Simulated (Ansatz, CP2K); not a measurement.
## Codes compared on generalised stacking fault on (110) of a LiCl-LiBr solid solution (56 atoms)

How near do other programs and methods come to a plane-wave reference for generalised stacking fault on (110) of a LiCl-LiBr solid solution (56 atoms)? A plane-wave run serves as the reference.

Main program and level: Ansatz 0.2.0; Kohn-Sham DFT, PBE, PAW, plane waves.

## 1. The starting structure

The cell holds 56 atoms: 28 Li, 10 Br and 18 Cl. Its edges and angles: a = 7.448 Å, b = 5.266 Å, c = 26.333 Å, α = 90.0°, β = 85.9°, γ = 90.0°. Rock-salt LiCl lattice (a = 5.2663 Å, the value set for the mixture), cell with z along [110], 2 x 1 x 7 periods; the third cell vector is tilted by 0.500 of 1/2[1-10] and lengthened by 0.2 Å, so the cell holds one fault; displaced by a Gaussian of 0.01 Å; 10 of 28 Cl sites given to Br at random (lattice constant by Vegard's rule between LiCl and LiBr). Then every atom was moved at random, 0.05 Å r.m.s. a Cartesian component. The structure's axis is c.

## 2. Plane-wave reference

The PAW files are the set soft_2.

input.yaml reads:

```yaml
crystal:
  lattice:
    - [7.44767, 0.0, 0.0]
    - [0.0, 5.2663, 0.0]
    - [1.86192, 0.0, 26.26686]
  atoms:
    - { symbol: Li, position: [0.74628, 0.00243, 0.99035] }
    - { symbol: Br, position: [0.73564, 0.99193, 0.07035] }
    - { symbol: Li, position: [0.9509, 0.98891, 0.14271] }
    - { symbol: Cl, position: [0.70155, 0.01591, 0.21283] }
    [... 46 atom lines left out ...]
    - { symbol: Li, position: [0.5908, 0.49415, 0.63635] }
    - { symbol: Br, position: [0.31481, 0.50503, 0.70906] }
    - { symbol: Li, position: [0.54402, 0.49066, 0.78105] }
    - { symbol: Br, position: [0.28871, 0.48229, 0.8526] }
    - { symbol: Li, position: [0.51073, 0.48921, 0.91807] }
    - { symbol: Br, position: [0.25374, 0.49506, 0.99378] }
kpoints:
  mp_grid: { grid: [1, 1, 1] }
hamiltonian:
  xc: pbe
scf:
  occupations: { method: fermi_dirac, width: 0.05 }
output:
  forces: true
  eigenvalues: true
  populations: true
  stress: true
```

Launch:

```console
ansatz run input.yaml --threads 4 --pin off --max-ram 8192MiB --backend cpu --events-out ev --progress --plain --runs-dir out
```

Output:

```text
[...]
Pseudopotentials: kind: paw
Pseudopotential: Li, paw, valence charge 3, recommended cutoff 420 eV (normal), Li.paw.azcp
Pseudopotential: Br, paw, valence charge 7, recommended cutoff 420 eV (normal), Br.paw.azcp
Pseudopotential: Cl, paw, valence charge 7, recommended cutoff 420 eV (normal), Cl.paw.azcp
[...]
Crystal: 56 atoms, lattice volume = 1030.230 Å³
Basis set: ecut = 420 eV, 20201 PW (Γ), exchange–correlation on 100×72×360 points (8 copies of the dense FFT grid, shifted against one another)
Bands: 196, of which v1, the nominal top of the filled ones, is band 140 counted from 1 (139 counted from 0)
Symmetry: 1 space group operations
Space group: P1 (ITA 1), of the structure as read, at distance tolerance 1.0e-4 Å
k-points: 1
[...]
Initial density: superposition of atomic densities (neutral atoms: chi_scale 0, normalization atom), corrected by the library's trained network
Initial wavefunctions: pseudopotential atomic-orbital guess
[...]
SCF iter   1: F=—  HF=-53088.905263 eV  |F-HF|=—  |Δ(HF+E_count)|=         —  Δρ=2.95e-3  dr2=6.38e-2  ethr=1.77e-3  ⟨swp⟩=10.0  Hψ=1075  notcnv=0  defer=32
preconditioner: auto → Resta (q_TF=auto, 2.196 Å⁻¹)  ε∞=3.0  [insulator: Δε(μ)=5.196 eV  Ē_g=12.367 eV  σ=0.050 eV  W_gap=1.00  n_scr=186 (ndim 8)  ℏωp=17.3 eV  f_vac=0.002  D(μ)=0.00/eV (n_scr^D=0)  ε∞_Penn≈3.0]
[...]
SCF iter   6: F=—  HF=-53088.915960 eV  |F-HF|=—  |Δ(HF+E_count)|=   2.95e-4  Δρ=7.90e-6  dr2=6.43e-7  ethr=1.87e-9  ⟨swp⟩=2.0  Hψ=336  notcnv=0  defer=50
SCF iter   7: F=-53088.915961 eV  HF=-53088.915961 eV  |F-HF|=8.77e-8  |Δ(HF+E_count)|=   8.38e-7  Δρ=2.17e-6  dr2=5.52e-8  ethr=3.57e-11  ⟨swp⟩=18.0  Hψ=1285  notcnv=0
SCF 1 converged in 7 iterations: F = -53088.915961 eV  dr2 = 5.52e-8
[...]
SCF converged after 7 iterations
Free energy (F): -53088.915961 eV
Harris-Foulkes:  -53088.915961 eV  (|F-HF|=8.77e-8)
Internal energy: -53088.915961 eV  (E = F + TS)
E sigma→0 (E₀):  -53088.915961 eV
Fermi energy:    4.859534 eV
--- Per-component energies (eV) ---
[...]
Σ components = -53088.915961   (vs F -53088.915961, Δ=0.00e0)
--- Forces (eV/Å), atoms counted from 1 ---
  atom   1  Li     0.05386073     0.02642826    -2.19230927
  atom   2  Br     0.00381334     0.26424937     2.01786172
  atom   3  Li     0.20236592     0.05401391     0.12509228
  atom   4  Cl    -0.14457643    -0.16253961     0.04491614
[...]
atom  56  Br     0.02089547    -0.01930806    -3.07755561
  max |Σ_I F_I| component: 1.10e-4 eV/Å
--- Stress (GPa, compression-positive) ---
        3.325614      -0.024549       0.014682
       -0.024549      -2.560730       0.017630
        0.014682       0.017630       2.048935
  P = ⅓ Tr σ = 0.9379 GPa (9.379 kbar)
--- Band table (eV) ---
  k-point 0: bands = ["-42.3712", "-42.3173", "-42.2791", "-42.2231", [... 180 levels ...], "10.9682", "11.0779", "11.1564", "11.2161", "11.2587", "11.2776", "11.3144", "11.3702", "11.3895", "11.4335", "11.4645", "11.4848"]
--- Löwdin populations: 56 sites ---
  site symbol       q [e]
     0     Li      2.2950
     1     Br      7.5759
     2     Li      2.3119
[...]
55     Br      7.5786
  spilling = 0.006633 (of n_electrons = 280.000000)
```

Wall time 6.7 s (4 threads of Arm Neoverse V1, shared host); peak memory 0.87 GiB; 24 s of CPU time.

The column dr2 measures how far the density is from self-consistency, as an energy; F and HF (Harris–Foulkes) agree once it is small.

Read from the output:

| Quantity | Value |
| --- | --- |
| free energy | -53088.9160 eV |
| free energy per atom | -948.0164 eV/atom |
| SCF cycles | 7 |
| pressure | 0.9379 GPa |
| r.m.s. force component | 0.5347 eV/Å |
| longest force | 3.078 eV/Å |
| Fermi energy | 4.86 eV |
| gap (highest filled to lowest empty level) | 5.238 eV |
| spilling of the projection | 0.006633 |

Neighbours are counted within 3.06 Å (Li-Cl), 3.12 Å (Li-Br).

Length of the force by element and coordination:

```
element  coordination  atoms  mean length of the force (eV/Å)  spread   least   most
     Br           all     10                            0.991    1.05   0.059   3.08
     Br             5      3                             2.54   0.426    2.04   3.08
     Br             6      7                            0.327   0.154   0.059  0.507
     Cl           all     18                            0.290   0.307   0.078   1.51
     Cl             5      1                             1.51       0    1.51   1.51
     Cl             6     17                            0.218  0.0868   0.078  0.409
     Li           all     28                            0.551   0.744  0.0276   3.02
     Li             5      4                             2.24   0.688    1.16   3.02
     Li             6     24                            0.270   0.119  0.0276  0.554
```

Löwdin charges by element and coordination (they lack the spilled electrons, 0.033 e an atom on average):

```
element  coordination  atoms  mean charge (e)  spread   least    most
     Br           all     10           -0.567  0.0069  -0.579  -0.557
     Br             5      3           -0.576  0.0018  -0.579  -0.574
     Br             6      7           -0.562  0.0031  -0.566  -0.557
     Cl           all     18           -0.653  0.0038  -0.665  -0.647
     Cl             5      1           -0.665       0  -0.665  -0.665
     Cl             6     17           -0.652  0.0025  -0.656  -0.647
     Li           all     28            0.689  0.0192   0.643   0.720
     Li             5      4            0.679  0.0167   0.659   0.705
     Li             6     24            0.690  0.0192   0.643   0.720
```

The levels nearest the highest filled one (over half full), pooled over k-points and spins:

```
level less the highest filled one (eV)  occupation
                                -0.480           2
                                -0.446           2
                                -0.417           2
                                -0.295           2
                                -0.198           2
                                     0           2
                                  5.24           0
                                  5.65           0
                                  5.72           0
                                  6.34           0
                                  6.46           0
                                  6.53           0
```

## 3. The other programs

The programs:
- CP2K 2026.2: Gaussian basis with GTH pseudopotentials and a plane-wave density; labels give functional, basis (MOLOPT sets; SR short-range, UZH the newer set with its own potentials), grid cutoff/relative cutoff and solver (OT: orbital transformation; TRS4, TC2, SIGN: linear-scaling purification with its sparsity filter), or its built-in tight binding.

All use the same cell and atoms; the electronic-structure runs use the same k-mesh, and an electronic temperature of 580 K (0.05 eV) where levels are smeared.

Differences are against the plane-wave reference, forces as r.m.s. over components; share is that over the reference's r.m.s. force, slope the least-squares factor from reference forces to these. Total energies of different programs have different zeros and aren't compared.

```
                                                                    run  Δ force, r.m.s. (meV/Å)  share (%)  slope  Δ pressure (GPa)  Δ gap (eV)  cores  CPU time  memory (GiB)
                                                              reference                        -          -      -                 -           -      4      24 s          0.87
                                         CP2K GFN1-xTB, diagonalisation                      303       56.7  1.492             -2.36           -      1       9 s          0.24
            CP2K PBE+D3(BJ), DZVP-MOLOPT-SR, 800/50 Ry, diagonalisation                     31.7       5.92  1.050             -1.86     -0.0736      2   7.8 min           3.6
          CP2K PBE, DZVP-MOLOPT-SR, 400/50 Ry, diagonalisation (coarse)                     31.6       5.91  1.050             0.216     -0.0734      2   7.6 min           1.4
          CP2K PBE, DZVP-MOLOPT-SR, 560/50 Ry, diagonalisation (coarse)                     31.4       5.87  1.050             0.210     -0.0736      2   9.7 min           2.2
                   CP2K PBE, DZVP-MOLOPT-SR, 800/50 Ry, diagonalisation                     31.4       5.87  1.050             0.210     -0.0736      2   7.9 min           3.6
           CP2K PBE, SZV-MOLOPT-SR, 800/50 Ry, diagonalisation (coarse)                      111       20.8  1.180              3.32      -0.468      1   4.3 min           3.5
CP2K revPBE, PBE potentials, DZVP-MOLOPT-SR, 800/50 Ry, diagonalisation                     36.7       6.86  1.059              1.71       0.123      2   7.8 min           3.6
```

Rows marked coarse were listed beforehand as settings not expected to be converged; some can still land near the reference.

CPU time is summed over cores on a shared host, where runs went side by side, so it is rough. Symmetry, cutoffs, thresholds, outputs and thread counts weren't matched or tuned between programs; memory under MPI is the largest rank's times the ranks.

Mean charges by element (e), by run and scheme:

```
                                                                    run     scheme     Li     Br     Cl
                                                              reference     Löwdin  +0.69  -0.57  -0.65
                                         CP2K GFN1-xTB, diagonalisation   Mulliken  +0.43  -0.28  -0.51
            CP2K PBE+D3(BJ), DZVP-MOLOPT-SR, 800/50 Ry, diagonalisation   Mulliken  +0.44  -0.43  -0.45
            CP2K PBE+D3(BJ), DZVP-MOLOPT-SR, 800/50 Ry, diagonalisation  Hirshfeld  +0.12  -0.08  -0.14
                   CP2K PBE, DZVP-MOLOPT-SR, 560/50 Ry, diagonalisation   Mulliken  +0.44  -0.43  -0.45
                   CP2K PBE, DZVP-MOLOPT-SR, 560/50 Ry, diagonalisation  Hirshfeld  +0.12  -0.08  -0.14
                   CP2K PBE, DZVP-MOLOPT-SR, 800/50 Ry, diagonalisation   Mulliken  +0.44  -0.43  -0.45
                   CP2K PBE, DZVP-MOLOPT-SR, 800/50 Ry, diagonalisation  Hirshfeld  +0.12  -0.08  -0.14
CP2K revPBE, PBE potentials, DZVP-MOLOPT-SR, 800/50 Ry, diagonalisation   Mulliken  +0.47  -0.47  -0.48
CP2K revPBE, PBE potentials, DZVP-MOLOPT-SR, 800/50 Ry, diagonalisation  Hirshfeld  +0.13  -0.09  -0.15
```

The reference's Löwdin charges lack the electrons that the projection spills, 0.033 e an atom on average.

Within one program, basis, potentials and functional, energies share a zero. Each run against its twin at the usual cutoff or grid and solver:

```
                                                 run                                        twin  Δ energy (meV/atom)  Δ force, r.m.s. (meV/Å)  CPU time over the twin's
CP2K PBE, DZVP-MOLOPT-SR, 400/50 Ry, diagonalisation  DZVP-MOLOPT-SR, 800/50 Ry, diagonalisation              -0.0671                     2.36                      0.96
CP2K PBE, DZVP-MOLOPT-SR, 560/50 Ry, diagonalisation  DZVP-MOLOPT-SR, 800/50 Ry, diagonalisation               6.0e-4                    0.276                       1.2
```

A second geometry, displaced anew (every atom was moved at random, 0.06 Å r.m.s. a Cartesian component), gives an energy difference that all programs can be tested on. The reference puts it at 8.861 meV/atom.

```
                                                                    run  energy less the first geometry's (meV/atom)  error (meV/atom)  force share at the second geometry (%)
                   CP2K PBE, DZVP-MOLOPT-SR, 800/50 Ry, diagonalisation                                        9.416             0.555                                    5.22
                                         CP2K GFN1-xTB, diagonalisation                                        17.62              8.76                                    76.3
                    CP2K PBE, SZV-MOLOPT-SR, 800/50 Ry, diagonalisation                                        10.33              1.47                                    18.4
            CP2K PBE+D3(BJ), DZVP-MOLOPT-SR, 800/50 Ry, diagonalisation                                        9.438             0.577                                    5.28
                   CP2K PBE, DZVP-MOLOPT-SR, 560/50 Ry, diagonalisation                                        9.414             0.553                                    5.23
CP2K revPBE, PBE potentials, DZVP-MOLOPT-SR, 800/50 Ry, diagonalisation                                        9.581             0.720                                    6.16
                   CP2K PBE, DZVP-MOLOPT-SR, 400/50 Ry, diagonalisation                                        9.428             0.567                                    5.25
```

## 4. Results

```yaml
reference_r_m_s_force_component: 0.535 eV/Å
nearest_in_forces: a tie at 5.9 % of 4 runs: CP2K PBE+D3(BJ), DZVP-MOLOPT-SR, 800/50 Ry, diagonalisation; CP2K PBE, DZVP-MOLOPT-SR, 400/50 Ry, diagonalisation (coarse); CP2K PBE, DZVP-MOLOPT-SR, 560/50 Ry, diagonalisation (coarse); others
farthest_in_forces: CP2K GFN1-xTB, diagonalisation, 57 %
cheapest_electronic_structure_run_beside_the_reference: CP2K GFN1-xTB, diagonalisation, 9 s of CPU time
```

The PBE run in local orbitals, coarse settings apart, differs by 5.9 % (CP2K PBE, DZVP-MOLOPT-SR, 800/50 Ry, diagonalisation); basis, grid and potentials can all enter. Tight binding differs by 57 % (CP2K GFN1-xTB, diagonalisation); it is another model, with fitted parameters of its own, and the xTB methods hold dispersion. Rows with another functional or a dispersion term differ by 5.9 % (CP2K PBE+D3(BJ), DZVP-MOLOPT-SR, 800/50 Ry, diagonalisation) to 6.9 % (CP2K revPBE, PBE potentials, DZVP-MOLOPT-SR, 800/50 Ry, diagonalisation), which mixes the change of model with differences of basis and potentials, some of them made for another functional. CP2K GFN1-xTB, diagonalisation needed 113 SCF steps, so its time overstates the method's usual cost. Runs with settings chosen to be coarse differ by 5.9 % (CP2K PBE, DZVP-MOLOPT-SR, 560/50 Ry, diagonalisation) to 21 % (CP2K PBE, SZV-MOLOPT-SR, 800/50 Ry, diagonalisation), their programs' other errors included. One electronic-structure run takes under half the reference's CPU time: CP2K GFN1-xTB, diagonalisation, at 57 % in 9 s against 24 s; its pressure misses by -2.4 GPa. CP2K PBE, SZV-MOLOPT-SR, 800/50 Ry, diagonalisation stiffens the forces by a factor of 1.18 while following their directions (correlation 0.996); the slopes of the 7 CP2K runs lie between 1.05 and 1.49. At the same functional, gaps differ from the reference's 5.24 eV by between -0.47 and -0.07 eV. These are spacings on the run's k-points, which needn't hold the band edges. In pressure, CP2K PBE, SZV-MOLOPT-SR, 800/50 Ry, diagonalisation misses by +3.3 GPa, at the same functional. Charges hang on model, scheme and program or settings: among these rows the mean for Li runs from +0.12 to +0.69 e. The energy difference between the two geometries, 8.86 meV/atom in the reference, is met best by CP2K PBE, DZVP-MOLOPT-SR, 800/50 Ry, diagonalisation (+0.555), CP2K PBE, DZVP-MOLOPT-SR, 560/50 Ry, diagonalisation (coarse) (+0.553) and CP2K PBE, DZVP-MOLOPT-SR, 400/50 Ry, diagonalisation (coarse) (+0.567) and worst by CP2K GFN1-xTB, diagonalisation (+8.76). In the reference: filled and empty levels are parted by 5.24 eV at Γ alone; the mesh holds the band edges only if they fold onto it, so the gap at this level can be narrower or closed, while semilocal functionals tend to narrow gaps against experiment. In the reference: mean Löwdin charges: Br -0.57, Cl -0.65, Li +0.69 e (they miss 0.66 % of the electrons, so they add up to more than the cell's charge). Periodic xTB results under one method name differ between programs and library versions. The cell is under 6 Å thick along one periodic direction, so every atom has periodic images of itself close by, which move with it and show among its neighbours and in g(r). The reference's stress is far from hydrostatic: its diagonal is 3.3, -2.6, 2.0 GPa, compression counted positive. The host structure and its lattice constant were typed by rule, without a check against the phase diagram. The electronic-structure runs sample only Γ, in a cell whose shortest periodic width is 5 Å.

[Also dropped from logs without a mark: logging warnings of Python, and SIESTA's first energy breakdown and zero terms.]

[Logs are printed without paths, hosts, clocks, repeated set-up lines and the standing remarks that a program may print on its own settings, such as how far it seeks lower states.]

[Hosts, paths, dates, database ids (printed as entryN), source tags and the programs' standing remarks are cut or masked in the printed files.]
